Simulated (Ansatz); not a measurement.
# Abstraction of F: SiH2(CH3)F + C4H9 → SiH2(CH3) + C4H9F

Species: SiH2(CH3)F, singlet; C4H9 (1-butyl radical) `[CH2]CCC`, doublet; SiH2(CH3), doublet; C4H9F (1-fluorobutane) `CCCCF`, singlet. A radical takes F: the energy is the difference in strength between the Si–F bond broken and the C–F bond made.

Shapes, held fixed at every level: PBE0-D4/def2-TZVP. Flexible molecules stand in one conformer, not always the lowest. Programs: Ansatz 0.2.0. The zero-point and thermal change to 298 K, harmonic and unscaled (PBE0-D4/def2-TZVP), is +7.6 kJ/mol.

| level | kind | ΔH(298 K) (kJ/mol) | less CCSD(T)/def2-SVP |
| --- | --- | --- | --- |
| MP2/def2-SVP | perturbation theory | +145.7 | +3.9 |
| MP2/def2-TZVPP | perturbation theory | +172.7 | +30.9 |
| HF/def2-SVP | Hartree–Fock | +169.7 | +27.9 |
| HF/def2-TZVPP | Hartree–Fock | +196.7 | +54.9 |
| r2SCAN-D4/def2-TZVPP | meta-GGA | +173.3 | +31.5 |
| B3LYP-D4/def2-TZVPP | global hybrid | +169.9 | +28.1 |
| CCSD(T)/def2-SVP | coupled cluster or CI | +141.8 | 0.0 |

The highest level, CCSD(T)/def2-SVP, gives ΔH(298 K) = +141.8 kJ/mol; the levels span +141.8 to +196.7. The column of differences is taken from that level and isn't an error. No measured value is set beside it here. Open shells run unrestricted. CCSD(T)/def2-SVP lies outside the range of all other levels here, so it shouldn't be taken on trust.
